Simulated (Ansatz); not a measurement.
Cu:

```xyz
2
Lattice="2.5341 0.0000 0.0000 -1.2670 2.1946 0.0000 0.0000 0.0000 4.1126" Properties=species:S:1:pos:R:3 pbc="T T T"
Cu    1.2670    0.7315    3.0844
Cu    0.0000    1.4631    1.0281
```

This isn't the form of Cu at room conditions, which is fcc.

Program: Ansatz 0.2.0. Alike in all runs: potentials or basis Ansatz PAW; no spin polarisation; cell as given; k mesh 12 × 12 × 7. Hardware: 2 threads of Arm Neoverse V2, on a shared host.

Task: Order these runs on this cell by their wall time, lowest first.
A. task single point; level PBE; cutoff (eV) 420; smearing gaussian 0.016 eV
B. task band structure; level BLYP; cutoff (eV) 420; smearing fermi-dirac 0.05 eV; points for each segment of the path 14
C. task band structure; level r2SCAN; cutoff (eV) 500; smearing fermi-dirac 0.05 eV; points for each segment of the path 14

Result: A (0.97 s), B (2 s), C (5.2 s).
